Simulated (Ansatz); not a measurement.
The system is CoO.

```xyz
2
Lattice="-1.5080 1.5080 2.1072 1.5080 -1.5080 2.1072 1.5080 1.5080 -2.1072" Properties=species:S:1:pos:R:3 pbc="T T T"
Co    0.0000    0.0000    0.0000
O     0.0000    0.0000    2.1072
```

Below is the output of Ansatz 0.2.0 for this cell. Logs are shortened: lines on timing, memory, paths and dates and some standing lists are left out, and cuts for length are marked.

```text
Warning: RAYON_NUM_THREADS=1 ignored (pool sized by the plan → 1); use --threads N
Engine: ansatz 0.2.0, aarch64-unknown-linux-gnu
Pseudopotentials: kind: paw
Pseudopotential: Co, paw, valence charge 17, recommended cutoff 420 eV (normal), Co.paw.azcp
Pseudopotential: O, paw, valence charge 6, recommended cutoff 420 eV (normal), O.paw.azcp
Functional definition: PBE
  parameter kappa = 0.804
  parameter beta = 0.06672455060314922
  exchange = pbe_x(kappa = kappa, mu = beta*pi^2/3)
  correlation = pbe_c(beta = beta)
Crystal: 2 atoms, lattice volume = 19.168 Å³
Basis set: ecut = 420 eV, 339 PW (Γ), exchange–correlation on 48×48×48 points (8 copies of the dense FFT grid, shifted against one another)
Bands: 17, of which v1, the nominal top of the filled ones, is band 12 counted from 1 (11 counted from 0)
Symmetry: 16 space group operations
Space group: I4/mmm (ITA 139), of the structure as read, at distance tolerance 2.7e-5 Å
Magnetic group: BNS 139.531 (UNI 1191), of the structure as read, at distance tolerance 2.7e-5 Å
k-points: 163 of 1728
Non-local potential: Co, projectors of the file, l = 0: 3, l = 1: 2, l = 2: 3, l = 3: 1
Non-local potential: O, projectors of the file, l = 0: 2, l = 1: 2, l = 2: 1
PAW form: soft (Blöchl's): semilocal exchange-correlation on the pseudo side does not see the compensation charge
PAW one-centre angular grid: Co, 590 points (default); XC on 64 Gauss nodes
PAW one-centre angular grid: O, 110 points (default); XC on 64 Gauss nodes
Initial density: superposition of atomic densities (chi_scale 0.1, normalization cell, long waves kept (reshape's long-wave potential 0.00 eV rms))
Starting moments: Σ|m| = 2 μB on 1 of 2 sites
Initial wavefunctions: pseudopotential atomic-orbital guess
[... 14 lines left out ...]
SCF iter  11: F=—  HF=-5692.116408 eV  |F-HF|=—  |Δ(HF+E_count)|=   9.67e-6  Δρ=1.52e-4 (↑1.28e-4 ↓1.52e-4)  dr2=7.02e-7  dr2_m=2.98e-6  M=2.917 μB ∫|m|=2.932 μB  β_m=0.95  ethr=3.59e-8  ⟨swp⟩=2.0  Hψ=9155  notcnv=0  defer=130
SCF iter  12: F=—  HF=-5692.116409 eV  |F-HF|=—  |Δ(HF+E_count)|=   1.79e-6  Δρ=7.99e-5 (↑7.40e-5 ↓7.99e-5)  dr2=7.10e-8  dr2_m=9.72e-7  M=2.917 μB ∫|m|=2.932 μB  β_m=0.98  ethr=3.05e-9  ⟨swp⟩=2.0  Hψ=9333  notcnv=0  defer=130
SCF iter  13: F=—  HF=-5692.116409 eV  |F-HF|=—  |Δ(HF+E_count)|=   6.18e-8  Δρ=1.69e-5 (↑4.46e-6 ↓1.69e-5)  dr2=1.95e-8  dr2_m=9.95e-9  M=2.917 μB ∫|m|=2.932 μB  β_m=0.91  ethr=3.08e-10  ⟨swp⟩=2.0  Hψ=9377  notcnv=0  defer=130
SCF iter  14: F=-5692.116409 eV  HF=-5692.116409 eV  |F-HF|=1.84e-9  |Δ(HF+E_count)|=   1.69e-8  Δρ=6.37e-6 (↑3.27e-6 ↓6.37e-6)  dr2=3.18e-9  dr2_m=3.03e-9  M=2.917 μB ∫|m|=2.932 μB  ethr=8.47e-11  ⟨swp⟩=6.5  Hψ=31723  notcnv=0
SCF 1 converged in 14 iterations: F = -5692.116409 eV  dr2 = 3.18e-9
  greatest PAW one-centre occupation: 1.004 electrons in one spin orbital (limit 2), on the Co atom at site 0 (counted from 0), in its partial waves of l = 1
SCF converged after 14 iterations
Magnetization: 2.9168 μB (12.9584 up, 10.0416 down)
Absolute magnetization: 2.9318 μB (∫|ρ↑−ρ↓|, with the PAW one-centre terms)
Spin contamination: 0.0081 ħ² per cell (⟨S²⟩ above its minimum at these occupations)
Per-site moments (μB) at R_I (Å): [(2.475891996383449, 0.86923960930125), (0.3163940327803699, 0.86923960930125)]
Free energy (F): -5692.116409 eV
Harris-Foulkes:  -5692.116409 eV  (|F-HF|=1.84e-9)
Internal energy: -5692.082610 eV  (E = F + TS)
E sigma→0 (E₀):  -5692.099510 eV
Entropy (-TS):   -0.033799 eV (-16.899 meV/atom)
Fermi energy:    14.056360 eV
--- Per-component energies (eV) ---
  E_band       = -302.008861
  E_kinetic    = 617.795959
  E_local      = -3421.743712  (includes V_loc(G=0)·N_el)
  E_nonlocal   = 514.278044
  E_hartree    = 1405.285072
  E_xc         = -228.712155
  E_vxc        = -293.936757  (∫ρ·V_xc dr)
  E_paw        = -1676.996864  (= ΣΔE_a)
  E_vpaw       = -528.973720  (= ΣTr[D̂ρ^β])
  E_aug_tail   = 0.002475  (compensation charges beyond the density's cutoff)
  E_ewald      = -2901.991429
  E_smearing   = -0.033799  (= −TS)
  E_closure    = -0.000000  (closes the sum)
  Σ components = -5692.116409   (vs F -5692.116409, Δ=0.00e0)
--- Forces (eV/Å), atoms counted from 1 ---
  atom   1  Co    -0.00000000    -0.00000000     0.00000000
  atom   2  O      0.00000000    -0.00000000    -0.00000000
  max |Σ_I F_I| component: 2.47e-29 eV/Å
--- Stress (GPa, compression-positive) ---
       -0.035554       0.000000       0.000000
        0.000000      -0.035554      -0.000000
        0.000000      -0.000000       0.120440
  P = ⅓ Tr σ = 0.0164 GPa (0.164 kbar)
--- Band table (eV; the first three rows and the last of 326) ---
  k-point 0 ↑: bands = ["-82.8243", "-46.1499", "-46.0578", "-46.0578", "-6.2783", "10.7578", "10.7675", "10.8170", "10.8574", "10.8574", "10.9091", "10.9091", "11.0439", "15.0041", "30.8048", "32.1045", "32.1045"]
  k-point 1 ↑: bands = ["-82.8241", "-46.1509", "-46.0603", "-46.0587", "-6.1830", "9.4618", "10.3492", "10.4264", "10.7832", "10.8496", "11.3932", "11.4909", "11.7319", "15.6812", "29.4141", "31.3590", "31.4118"]
  k-point 2 ↑: bands = ["-82.8231", "-46.1537", "-46.0669", "-46.0613", "-5.9266", "8.1910", "9.9432", "10.0212", "10.6884", "10.8461", "11.8237", "11.9208", "12.1381", "17.2190", "27.9850", "29.4501", "30.3135"]
  k-point 162 ↓: bands = ["-79.7645", "-43.1678", "-43.1046", "-43.1046", "-4.4094", "7.5467", "10.1059", "10.1059", "11.7713", "14.2022", "14.2022", "14.6583", "15.0607", "20.7415", "24.3955", "26.2607", "30.3043"]
```

Task: What input gives this log?

Result: Single point with PBE, collinear spin, ferromagnetic start. The files as run (others can give the same):

input.yaml
```yaml
crystal:
  lattice:
    - [-1.508, 1.508, 2.1072475377]
    - [1.508, -1.508, 2.1072475377]
    - [1.508, 1.508, -2.1072475377]
  atoms:
    - { symbol: Co, position: [0.0, 0.0, 0.0], spin: 2.0 }
    - { symbol: O, position: [0.5, 0.5, 0.0] }
hamiltonian:
  xc: pbe
  pseudopotentials: { kind: paw }
magnetization:
  spin_polarized: true
kpoints:
  mp_grid: { grid: [12, 12, 12] }
scf:
  occupations: { method: fermi_dirac, width: 0.05 }
output:
  forces: true
  stress: true
  eigenvalues: true
  write_density: true
  write_potential: true
  elf: true
  volumetric_format: npy
```

Potentials or basis: Ansatz PAW.
Command:
```bash
$ ansatz run input.yaml --threads 1 --pin off --max-ram 2560MiB --backend cpu --events-out ev --progress --plain --runs-dir out
```

Caveat: the pressure holds a Pulay correction of +0.7 GPa for the finite cutoff; a cell with one magnetic atom can't hold antiferromagnetic order, which such compounds often take; semilocal functionals often make such compounds metallic where correlation or magnetic order opens a gap, which also shifts bond lengths.
